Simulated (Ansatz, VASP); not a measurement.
**HfO2 in VASP and in Ansatz**

INCAR

```
SYSTEM = HfO2
PREC = Accurate
ENCUT = 520
EDIFF = 1E-6
ISMEAR = 0
SIGMA = 0.05
LREAL = .FALSE.
LASPH = .TRUE.
NELM = 80
ALGO = Normal
ISIF = 2
LWAVE = .FALSE.
LCHARG = .TRUE.
GGA = PS
LELF = .TRUE.
LVHAR = .TRUE.
NBANDS = 18
```

KPOINTS

```
Automatic mesh
0
G
  8 8 8
  0 0 0
```

Contents of POSCAR:

```
HfO2
1.0
    0.2013796001      2.5576151713      2.5576151713
    2.5576151713      0.2013796001      2.5576151713
    2.5576151713      2.5576151713      0.2013796001
Hf O
1 2
Direct
    0.0000000000      0.0000000000      0.0000000000
    0.2500000000      0.2500000000      0.2500000000
    0.7500000000      0.7500000000      0.7500000000
```

Input for Ansatz:

```yaml
crystal:
  lattice:
    - [0.2013796001, 2.5576151713, 2.5576151713]
    - [2.5576151713, 0.2013796001, 2.5576151713]
    - [2.5576151713, 2.5576151713, 0.2013796001]
  atoms:
    - { symbol: Hf, position: [0.0, 0.0, 0.0] }
    - { symbol: O, position: [0.25, 0.25, 0.25] }
    - { symbol: O, position: [0.75, 0.75, 0.75] }
basis:
  ecutwfc: 520.0
kpoints:
  mp_grid: { grid: [8, 8, 8] }
hamiltonian:
  xc: pbesol
  pseudopotentials: { kind: paw, azcp: { folder: soft_1 } }
scf:
  occupations: { method: gaussian, width: 0.05 }
output:
  forces: true
  stress: true
  eigenvalues: true
```

Alike in both runs: task single point; functional PBEsol; k mesh 8 × 8 × 8; occupations gaussian, width 0.05 eV; no spin polarisation.

|  | VASP | Ansatz |
| --- | --- | --- |
| version | VASP 6.6.1 | Ansatz 0.2.0 |
| potentials or method | VASP PAW PBE potentials, release 64 (Hf_pv, O) | scalar-relativistic, plane waves, PAW |
| plane-wave cutoff (eV) | 520 | 520 |
| valence electrons in the cell | 22 | 38 |

VASP gave:

```
gap on the k mesh at the Fermi level (eV)       : 4.06
least direct gap on the mesh (eV)               : 4.06
pressure (GPa)                                  : 27.0
largest component of the traceless stress (GPa) : 8.76
rms of the force components (eV/Å)              : 0.559
```

**Question.** Estimate Ansatz's values.

**Answer.** gap on the k mesh at the Fermi level (eV): 4.01; least direct gap on the mesh (eV): 4.01; pressure (GPa): 31.5; largest component of the traceless stress (GPa): 9.00; rms of the force components (eV/Å): 0.597.

Atom by atom the forces differ by 0.038 eV/Å (rms over components). With one functional, cell and mesh, what is left measures potentials, basis and numerics. The two sets of potentials don't hold the same shells in valence. Ansatz warned: «pseudo_functional_mismatch».

Caveats: so large a pressure means that the cell lies far from this level's equilibrium, or that cutoff or potentials fall short (VASP); the potentials were made for another functional, which shifts forces and pressure (VASP); spin-orbit coupling is left out, which moves the levels of the heavy elements. A k mesh can miss the band edges.
